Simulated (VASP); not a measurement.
# TePb (Fm-3m) in VASP: notebook

The runs below take TePb through single point, with PBE.

Program: VASP 6.6.1. These are calculated values, not measurements. Logs are shortened: lines on timing, memory, paths and dates and some standing lists are left out, and cuts for length are marked.

**Experimental background.**

A printed reference work, monograph reports, for a bulk crystal of TePb at 4.2 K: band gap 0.19 eV (direct).

The results are compared with them further down.

## 1. The cell of the first run

It takes space group Fm-3m (No. 225, cubic). Conventional cell: a = 6.506 Å, b = 6.506 Å, c = 6.506 Å, α = 90.00°, β = 90.00°, γ = 90.00°. Within 4.3 Å of Te (site symmetry m-3m) lie 6 Pb at 3.25 Å. Within 4.3 Å of Pb (site symmetry m-3m) lie 6 Te at 3.25 Å.

## 2. Single point, PBE (volume scaled by 0.97)

INCAR reads:

```
PREC = Accurate
ENCUT = 520
EDIFF = 1E-6
ISMEAR = 0
SIGMA = 0.02
LREAL = False
LASPH = True
NELM = 100
ALGO = Normal
ISIF = 2
LWAVE = False
LCHARG = False
GGA = PE
NBANDS = 17
```

KPOINTS reads:

```
Automatic mesh
0
Gamma
  8 8 8
```

POSCAR reads:

```
TePb
1.0
    0.0000000000      3.2528560259      3.2528560259
    3.2528560259      0.0000000000      3.2528560259
    3.2528560259      3.2528560259      0.0000000000
Te Pb
1 1
Direct
    0.5000000000      0.5000000000      0.5000000000
    0.0000000000      0.0000000000      0.0000000000
```

Potentials or basis: VASP PAW PBE potentials, release 64 (Te, Pb_d).

Started as:

```bash
$ cat potpaw_PBE.64/Te/POTCAR potpaw_PBE.64/Pb_d/POTCAR > POTCAR
$ mpirun -np 1 vasp_std > vasp.out
```

OUTCAR:

```text
PREC = Accurate
   ENCUT = 520
   EDIFF = 1E-6
   ISMEAR = 0
   LREAL = False
   LASPH = True
   NELM = 100
   ISIF = 2
   GGA = PE

 ion  position               nearest neighbor table
   1  0.500  0.500  0.500-   2 3.25   2 3.25   2 3.25   2 3.25   2 3.25   2 3.25
   2  0.000  0.000  0.000-   1 3.25   1 3.25   1 3.25   1 3.25   1 3.25   1 3.25

  LATTYP: Found a face centered cubic cell.
 ALAT       =     6.5057120518

  Lattice vectors:

 A1 = (   0.0000000000,   3.2528560259,   3.2528560259)
 A2 = (   3.2528560259,   0.0000000000,   3.2528560259)
 A3 = (   3.2528560259,   3.2528560259,   0.0000000000)

Analysis of symmetry for initial positions (statically):
=====================================================================
 Subroutine PRICEL returns:
 Original cell was already a primitive cell.

 Routine SETGRP: Setting up the symmetry group for a
 face centered cubic supercell.

 Subroutine GETGRP returns: Found 48 space group operations
 (whereof 48 operations were pure point group operations)
 out of a pool of 48 trial point group operations.

The static configuration has the point symmetry O_h .

Analysis of symmetry for dynamics (positions and initial velocities):
=====================================================================
 Subroutine PRICEL returns:
 Original cell was already a primitive cell.

 Routine SETGRP: Setting up the symmetry group for a
 face centered cubic supercell.

 Subroutine GETGRP returns: Found 48 space group operations
 (whereof 48 operations were pure point group operations)
 out of a pool of 48 trial point group operations.

The dynamic configuration has the point symmetry O_h .

 Subroutine INISYM returns: Found 48 space group operations
 (whereof 48 operations are pure point group operations),
 and found     1 'primitive' translations

----------------------------------------------------------------------------------------

                                     Primitive cell

  volume of cell :      68.8374

  direct lattice vectors                    reciprocal lattice vectors
     0.000000000  3.252856026  3.252856026    -0.153711076  0.153711076  0.153711076
     3.252856026  0.000000000  3.252856026     0.153711076 -0.153711076  0.153711076
     3.252856026  3.252856026  0.000000000     0.153711076  0.153711076 -0.153711076

  length of vectors
     4.600233108  4.600233108  4.600233108     0.266235393  0.266235393  0.266235393

  position of ions in fractional coordinates (direct lattice)
     0.500000000  0.500000000  0.500000000
     0.000000000  0.000000000  0.000000000

  ion indices of the primitive-cell ions
   primitive index   ion index
                 1           1
                 2           2

----------------------------------------------------------------------------------------

 KPOINTS: Automatic mesh

Automatic generation of k-mesh.
 Grid dimensions read from file:
 generate k-points for:    8    8    8

 Generating k-lattice:

  Cartesian coordinates                     Fractional coordinates (reciprocal lattice)
    -0.019213885  0.019213885  0.019213885     0.125000000  0.000000000  0.000000000
     0.019213885 -0.019213885  0.019213885     0.000000000  0.125000000  0.000000000
     0.019213885  0.019213885 -0.019213885     0.000000000  0.000000000  0.125000000

  Length of vectors
     0.033279424  0.033279424  0.033279424

  Shift w.r.t. Gamma in fractional coordinates (k-lattice)
     0.000000000  0.000000000  0.000000000

 Subroutine IBZKPT returns following result:
 ===========================================

 Found     29 irreducible k-points:

 Following reciprocal coordinates:
            Coordinates               Weight
  0.000000  0.000000  0.000000      1.000000
  0.125000  0.000000  0.000000      8.000000
  0.250000  0.000000  0.000000      8.000000
  0.375000  0.000000  0.000000      8.000000
  0.500000  0.000000  0.000000      4.000000
  0.125000  0.125000  0.000000      6.000000
[... 16 lines left out ...]
  0.500000  0.250000  0.125000     48.000000
 -0.375000  0.250000  0.125000     24.000000
 [... further k-points ...]
   k-points           NKPTS =     29   k-points in BZ     NKDIM =     29   number of bands    NBANDS=     17
   number of dos      NEDOS =    301   number of ions     NIONS =      2
   total plane-waves  NPLWV =  46656
   dimension x,y,z NGX =    36 NGY =   36 NGZ =   36
   dimension x,y,z NGXF=    72 NGYF=   72 NGZF=   72
   ions per type =               1   1
   NGX,Y,Z   is equivalent  to a cutoff of  13.01, 13.01, 13.01 a.u.
   NGXF,Y,Z  is equivalent  to a cutoff of  26.02, 26.02, 26.02 a.u.
 SYSTEM =  unknown system
   PREC   = accura    normal or accurate (medium, high low for compatibility)
   ISTART =      0    job   : 0-new  1-cont  2-samecut
   ICHARG =      2    charge: 1-file 2-atom 10-const
   ISPIN  =      1    spin polarized calculation?
   LNONCOLLINEAR =      F non collinear calculations
   LSORBIT =      F    spin-orbit coupling
   LASPH  =      T    aspherical Exc in radial PAW
   ENCUT  =  520.0 eV  38.22 Ry    6.18 a.u.   8.55  8.55  8.55*2*pi/ulx,y,z
   NELM   =    100;   NELMIN=  2; NELMDL= -5     # of ELM steps
   EDIFF  = 0.1E-05   stopping-criterion for ELM
   LREAL  =      F    real-space projection
   EDIFFG = 0.1E-04   stopping-criterion for IOM
   NSW    =      0    number of steps for IOM
   IBRION =     -1    ionic relax: 0-MD 1-quasi-New 2-CG
   NFREE  =      0    steps in history (QN), initial steepest desc. (CG)
   ISIF   =      2    stress and relaxation
   ISYM   =      2    0-nonsym 1-usesym 2-fastsym
   POTIM  = 0.5000    time-step for ionic-motion
   TEBEG  =    0.0;   TEEND  =   0.0 temperature during run
   PSTRESS=    0.0 pullay stress
   NELECT =      20.0000    total number of electrons
   NUPDOWN=      -1.0000    fix difference up-down
   EMIN   =  10.00;   EMAX   =-10.00  energy-range for DOS
   EFERMI =   0.00;   METHOD = LEGACY
   ISMEAR =     0;   SIGMA  =   0.02  broadening in eV -4-tet -1-fermi 0-gaus
   EFERMI_NEDOS =   21; number of points for ismear=-14 and -15
   IALGO  =     38    algorithm
   IMIX   =      4    mixing-type and parameters
     AMIX     =   0.40;   BMIX     =  1.00
     AMIX_MAG =   1.60;   BMIX_MAG =  1.00
  volume/ion in A,a.u.               =      34.42       232.27
  Fermi-wavevector in a.u.,A,eV,Ry     =   1.084285  2.049001 15.996006  1.175673
  Thomas-Fermi vector in A             =   2.220371
   LORBIT       =      0    0 simple, 1 ext, 2 COOP (PROOUT), +10 PAW based schemes
   GGA     = PE    functional components
   LHFCALC =     F    Hartree Fock is set to
   AEXX    =    0.0000 exact exchange contribution
   IVDW    =     0    specifies the selected vdW correction
   LEPSILON=     F    determine dielectric tensor
   LRPA    =     F    only Hartree local field effects (RPA)
 non-spin polarized calculation
 Gauss-broadening in eV      SIGMA  =   0.02
  energy-cutoff  :      520.00
  volume of cell :       68.84
 maximum number of plane-waves:      1880
 NGX is ok and might be reduce to    36
   NGX = 17   NGY = 17   NGZ = 17

 number of electron      20.0000003 magnetization

 Free energy of the ion-electron system (eV)
  ---------------------------------------------------
  ext. energy  EPLUGINS =         0.00000000
  ---------------------------------------------------
  free energy    TOTEN  =        -7.51552719 eV

  energy without entropy =       -7.51552719  energy(sigma->0) =       -7.51552719

 E-fermi :   5.5100     XC(G=0):  -9.2095

 val. band max:        5.3623087275   @ k =   0.5000   0.0000   0.0000
 cond. band min:       6.1394813633   @ k =   0.5000   0.0000   0.0000
 fundamental gap:      0.7771726358
 Fermi energy:         5.5099791877

 k-point     1 :       0.0000    0.0000    0.0000
  band No.  band energies     occupation
      1     -11.3235      2.00000
      2     -11.3235      2.00000
      3     -11.3159      2.00000
      4     -11.3159      2.00000
      5     -11.3159      2.00000
      6      -6.4870      2.00000
[... 9 lines left out ...]
     16      11.2084      0.00000
     17      12.8042      0.00000

 k-point     2 :       0.1250    0.0000    0.0000
  band No.  band energies     occupation
      1     -11.3252      2.00000
      2     -11.3252      2.00000
      3     -11.3155      2.00000
      4     -11.3139      2.00000
      5     -11.3139      2.00000
      6      -6.3569      2.00000
[... 9 lines left out ...]
     16      11.4967      0.00000
     17      13.7776      0.00000

 k-point     3 :       0.2500    0.0000    0.0000
  band No.  band energies     occupation
      1     -11.3300      2.00000
      2     -11.3300      2.00000
      3     -11.3147      2.00000
      4     -11.3083      2.00000
      5     -11.3083      2.00000
      6      -5.9833      2.00000
[... 9 lines left out ...]
     16      12.2831      0.00000
     17      15.5799      0.00000

 k-point     4 :       0.3750    0.0000    0.0000
  band No.  band energies     occupation
      1     -11.3350      2.00000
      2     -11.3350      2.00000
      3     -11.3139      2.00000
      4     -11.3023      2.00000
      5     -11.3023      2.00000
      6      -5.4486      2.00000
[... 9 lines left out ...]
     16      13.4877      0.00000
     17      15.9928      0.00000
[... 343 lines left out ...]
      1     -11.3431      2.00000
      2     -11.3246      2.00000
      3     -11.3169      2.00000
      4     -11.3047      2.00000
      5     -11.3034      2.00000
      6      -5.6763      2.00000
[... 9 lines left out ...]
     16      13.9969      0.00000
     17      14.3529      0.00000

 k-point    23 :       0.5000    0.2500    0.1250
  band No.  band energies     occupation
      1     -11.3480      2.00000
      2     -11.3285      2.00000
      3     -11.3134      2.00000
      4     -11.3032      2.00000
      5     -11.2996      2.00000
      6      -5.2041      2.00000
[... 9 lines left out ...]
     16      14.2867      0.00000
     17      15.3619      0.00000

 k-point    24 :      -0.3750    0.2500    0.1250
  band No.  band energies     occupation
      1     -11.3495      2.00000
      2     -11.3306      2.00000
      3     -11.3101      2.00000
      4     -11.3049      2.00000
      5     -11.2976      2.00000
      6      -4.9253      2.00000
[... 9 lines left out ...]
     16      15.1580      0.00000
     17      15.4542      0.00000

 [... further k-points ...]
[... 5 lines left out ...]
  --------------------------------------------------------------------------------------
  -------------------------------------------------------------------------------------
  Total        0.4915188      0.4915188      0.4915188      0.0000000      0.0000000      0.0000000
  in kB       11.4400048     11.4400048     11.4400048      0.0000000      0.0000000      0.0000000
  external PRESSURE =      11.4400048 kB  Pullay stress =       0.0000000 kB

 VOLUME and BASIS-vectors are now :
 -----------------------------------------------------------------------------
  energy-cutoff  :      520.00
  volume of cell :       68.84
      direct lattice vectors                 reciprocal lattice vectors
     0.000000000  3.252856026  3.252856026    -0.153711076  0.153711076  0.153711076
     3.252856026  0.000000000  3.252856026     0.153711076 -0.153711076  0.153711076
     3.252856026  3.252856026  0.000000000     0.153711076  0.153711076 -0.153711076

 POSITION                                       TOTAL-FORCE (eV/Angst)
 -----------------------------------------------------------------------------------
      3.25286      3.25286      3.25286         0.000000      0.000000      0.000000
      0.00000      0.00000      0.00000        -0.000000      0.000000     -0.000000
 -----------------------------------------------------------------------------------
    total drift:                               -0.000000      0.000000      0.000000

  FREE ENERGIE OF THE ION-ELECTRON SYSTEM (eV)
  ---------------------------------------------------
  free  energy   TOTEN  =        -7.5155271866 eV

  energy  without entropy=       -7.5155271866  energy(sigma->0) =       -7.51552719
```

Wall time 38 s (1 thread of Intel Xeon 8259CL, shared host); peak memory 0.22 GiB.

Results:

```yaml
Free_energy: -7.5155 eV
Pressure: 1.1 GPa
Band_gap_on_the_k_mesh: 0.78 eV, direct
```

Levels at points of the mesh, in eV from the valence-band top:
```
           k point  band 6  band 7  band 8  band 9  band 10  band 11  band 12  band 13  band 14  band 15
(0.00, 0.00, 0.00)  -11.85   -5.64   -1.27   -1.27    -1.27     4.06     4.06     4.06     5.85     5.85
(0.50, 0.00, 0.00)  -10.47   -8.48   -0.82   -0.82     0.00     0.78     1.33     1.33     8.37     9.20
(0.50, 0.50, 0.00)  -10.24   -7.26   -4.34   -2.68    -2.68     3.38     5.41     5.41     6.60    10.06
```

Caveat: the cell differs from its parent crystal (volume scaled by 0.97); spin-orbit coupling is left out, which moves the levels of the heavy elements. A k mesh can miss the band edges.

## 3. Single point, PBE

This run uses another cell than the first one, of 35.48 Å³/atom, 1.031 times its volume.

INCAR reads:

```
SYSTEM = TePb
ALGO = Normal
EDIFF = 1E-7
ENCUT = 520
GGA = PE
ISIF = 2
ISMEAR = 0
LASPH = .TRUE.
LCHARG = .TRUE.
LELF = .TRUE.
LREAL = .FALSE.
LVHAR = .TRUE.
LWAVE = .FALSE.
NBANDS = 17
NELM = 60
PREC = Accurate
SIGMA = 0.02
```

KPOINTS reads:

```
k-points
0
G
  8 8 8
  0 0 0
```

POSCAR reads:

```
TePb
1.0
    0.0000000000      3.2860507270      3.2860507270
    3.2860507270      0.0000000000      3.2860507270
    3.2860507270      3.2860507270      0.0000000000
Te Pb
1 1
Direct
    0.5000000000      0.5000000000      0.5000000000
    0.0000000000      0.0000000000      0.0000000000
```

Potentials or basis: VASP PAW PBE potentials, release 64 (Te, Pb_d).

Started as:

```bash
$ cat potpaw_PBE.64/Te/POTCAR potpaw_PBE.64/Pb_d/POTCAR > POTCAR
$ mpirun -np 1 vasp_std > vasp.out
```

Run time: 54 s. Hardware: 1 thread of Intel Xeon 8259CL, shared host; peak memory 0.22 GiB.

Results (log left out):

```yaml
Free_energy: -7.5230 eV
Pressure: -0.1 GPa
Band_gap_on_the_k_mesh: 0.83 eV, direct
```

Levels at points of the mesh, in eV from the valence-band top:
```
           k point  band 7  band 8  band 9  band 10  band 11  band 12  band 13  band 14
(0.00, 0.00, 0.00)   -5.71   -1.15   -1.15    -1.15     4.02     4.02     4.02     5.92
(0.50, 0.00, 0.00)   -8.33   -0.73   -0.73     0.00     0.83     1.40     1.40     8.34
(0.50, 0.50, 0.00)   -7.21   -4.10   -2.51    -2.51     3.51     5.30     5.30     6.43
```

Caveat: spin-orbit coupling is left out, which moves the levels of the heavy elements.

## 4. Single point, PBE

This run uses another cell than the first one, of 35.48 Å³/atom, 1.031 times its volume.

INCAR reads:

```
PREC = Accurate
ENCUT = 520
EDIFF = 1E-6
ISMEAR = 0
SIGMA = 0.02
LREAL = F
LASPH = T
NELM = 60
ALGO = Normal
ISIF = 2
LWAVE = F
LCHARG = F
GGA = PE
NBANDS = 17
```

KPOINTS reads:

```
regular mesh
0
Gamma
  8 8 8
```

POSCAR is that of step 3.

Started as:

```bash
$ cat potpaw_PBE.64/Te/POTCAR potpaw_PBE.64/Pb_d/POTCAR > POTCAR
$ mpirun -np 1 vasp_std > vasp.out
```

Wall time 49 s (1 thread of Intel Xeon 8259CL, shared host); peak memory 0.22 GiB.

It converged, with:

| Property | Result |
| --- | --- |
| Free energy | -7.5230 eV |
| Pressure | -0.1 GPa |
| Band gap on the k mesh | 0.83 eV, direct |

Levels at points of the mesh, in eV from the valence-band top:
```tsv
k point	band 8	band 9	band 10	band 11	band 12	band 13
(0.00, 0.00, 0.00)	-1.15	-1.15	-1.15	4.03	4.03	4.03
(0.50, 0.00, 0.00)	-0.73	-0.73	0.00	0.83	1.40	1.40
(0.50, 0.50, 0.00)	-4.10	-2.51	-2.51	3.52	5.30	5.30
```

Caveat: spin-orbit coupling is left out, which moves the levels of the heavy elements.

## 5. Comparison with measurements

Step 3. A measured gap of TePb is 0.19 eV (direct; 4.2 K; a printed reference work, monograph); the calculated 0.83 eV misses it by +0.64 eV. Spin-orbit coupling on Pb, Te is left out. The value is that of PBE on a finite k mesh, which can miss the band edges, without temperature or zero-point motion.

Step 4. Measured gap of TePb: 0.19 eV (direct; 4.2 K; a printed reference work, monograph). This calculation gives 0.83 eV (+0.64 eV). Spin-orbit coupling on Pb, Te is left out. The value is that of PBE on a finite k mesh, which can miss the band edges, without temperature or zero-point motion.
